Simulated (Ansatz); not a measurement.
Ge, 1 atom in the cell. The structure is orthorhombic, space group Cmmm (No. 65). The conventional cell has a = 2.794 Å, b = 5.201 Å, c = 2.698 Å, α = 90.00°, β = 90.00°, γ = 90.00°. Around Ge (site symmetry mmm) lie 8 Ge at 2.70 to 2.95 Å. This isn't the form of Ge at room conditions, which is diamond.

- Program: Ansatz 0.2.0
- Task: single point
- Functional: PBE
- Potentials or basis: Ansatz PAW
- Cutoff: 420 eV (not typed: the program's choice for these potentials)
- k mesh: 11 × 11 × 10
- Occupations: gaussian, width 0.03 eV
- Spin: no spin polarisation

Potentials or basis: Ansatz PAW.

Launch:

```sh
$ ansatz run input.yaml --threads 2 --pin off --max-ram 5632MiB --backend cpu --events-out ev --progress --plain --runs-dir out
```

Hardware: 2 threads of Arm Neoverse V1 (shared host).

Question: How long does it take, and how much memory?

Answer: Run time: 2 s on 2 threads of Arm Neoverse V1, with other jobs on the host, peak memory 0.29 GiB. Counts: scf iterations 6, plane waves 397, k points 216, bands 11.
